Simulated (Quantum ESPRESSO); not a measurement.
**Li2S under changes of volume**

One of the cells (15.344 Å³/atom); the others are scaled copies at fixed shape and fractional positions:

```xyz
3
Lattice="0.0000 2.8445 2.8445 2.8445 0.0000 2.8445 2.8445 2.8445 0.0000" Properties=species:S:1:pos:R:3 pbc="T T T"
S     0.0000    0.0000    0.0000
Li    4.2668    4.2668    4.2668
Li    1.4223    1.4223    1.4223
```

```yaml
Program: Quantum ESPRESSO 7.5
Functional: r2SCAN
Potentials_or_basis: SG15 PBE 1.2
Cutoff: 952 eV
Density_cutoff: 3810 eV
k_mesh: 6 × 6 × 6
Occupations: fermi-dirac, width 0.05 eV
Spin: no spin polarisation
```

| volume (Å³/atom) | energy over the lowest point (meV/atom) | pressure (GPa) | gap on the mesh (eV) |
| --- | --- | --- | --- |
| 14.423 | 10.41 | 3.4 | 3.84 |
| 14.730 | ? | ? | ? |
| 15.037 | 1.57 | 1.3 | 3.87 |
| 15.344 | 0.00 | 0.4 | 3.88 |
| 15.650 | 0.08 | -0.5 | 3.89 |
| 15.957 | 1.68 | -1.2 | 3.90 |
| 16.264 | 4.64 | -1.9 | 3.91 |

Q: What does the run at 14.730 Å³/atom give?

A: Energy over the lowest point 4.98 meV/atom; pressure 2.3 GPa; gap on the mesh 3.85 eV.

Worked out: A Birch-Murnaghan fit of order 3 (a polynomial in V^(-2/3)) to the other rows has its minimum at 15.48 Å³/atom with B0 = V·E''(V) = 42 GPa and B' = 3.9. It gives 4.98 meV/atom at 14.730 Å³/atom, against the run's 4.98, and -dE/dV = 2.3 GPa, against 2.3. A straight line through the other rows of the gap, of slope 0.572 eV per unit of ln V, gives 3.85 eV, against the run's 3.85.

Energies are extrapolated to zero smearing.

Caveats: the potentials were made for another functional, which shifts forces and pressure.

A mesh can miss the band edges.
